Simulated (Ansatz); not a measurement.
# MoS2: a single-point run

Aim: a sound single-point run of MoS2. The structure is shown as the input types it.

The COD entry's cell or inner coordinates are ideal or old and differ from later refinements, so a difference from it is no clean test against experiment.

Method: density functional or hybrid calculation with the settings of its input, plane waves (as first typed), in Ansatz 0.2.0.

4 further runs of the same task are left out: 2 for a known fault of the program, 2 that didn't finish.

### 1 The system as given

The structure is trigonal, space group R-3m (No. 166). Conventional cell: a = 3.193 Å, b = 3.193 Å, c = 18.231 Å, α = 90.00°, β = 90.00°, γ = 120.00°. Around Mo (site symmetry -3m) lie 6 S at 2.42 Å. S (site symmetry 3m) has 3 Mo at 2.42 Å as nearest neighbours.

Structure file:

```cif
data_structure
_symmetry_space_group_name_H-M 'R-3m:H'
_symmetry_Int_Tables_number 166
_cell_length_a 3.1931
_cell_length_b 3.1931
_cell_length_c 18.2308
_cell_angle_alpha 90.000
_cell_angle_beta 90.000
_cell_angle_gamma 120.000
_cell_volume 160.98
loop_
_atom_site_label
_atom_site_type_symbol
_atom_site_symmetry_multiplicity
_atom_site_Wyckoff_symbol
_atom_site_fract_x
_atom_site_fract_y
_atom_site_fract_z
_atom_site_occupancy
Mo1 Mo 3 a 0.00000 0.00000 0.00000 1
S1 S 6 c 0.66667 0.33333 0.08591 1
```

### 2 Input and run

Input file input.yaml:

```yaml
crystal:
  lattice:
    - [1.5965478212, 0.9217673143, 6.0769183289]
    - [-1.5965478212, 0.9217673143, 6.0769183289]
    - [0.0, -1.8435346286, 6.0769183289]
  atoms:
    - { symbol: Mo, position: [0.0, 0.0, 0.0] }
    - { symbol: S, position: [0.7525775323, 0.7525775323, 0.7525775323] }
    - { symbol: S, position: [0.2474224677, 0.2474224677, 0.2474224677] }
kpoints:
  mp_grid: { grid: [6, 6, 6] }
hamiltonian:
  xc: scan
scf:
  occupations: { method: fermi_dirac, width: 0.02 }
  n_extra_bands: 4
output:
  forces: true
  stress: true
  eigenvalues: true
```

Run with:

```console
$ ansatz run input.yaml --threads 4 --pin off --max-ram 3686MiB --backend cpu --events-out ev --progress --plain --runs-dir out
```

**Question.** How will this run end, and is anything wrong with its input?

Nothing was computed: the input was turned down at the start. Its message: «line 13 column 7: hamiltonian.xc: unknown variant `scan`, expected one of `lda`, `lda-pw`, `pw92`, `pbe`, `pbesol`, `rpbe`, `revpbe`, `blyp`, ...»

The suspect setting: hamiltonian.xc is scan. The method's name matches nothing in the program's list.

Fix: set hamiltonian.xc to pbesol. Any name on the list would pass the check; a listed functional of a like name need not be the same functional.
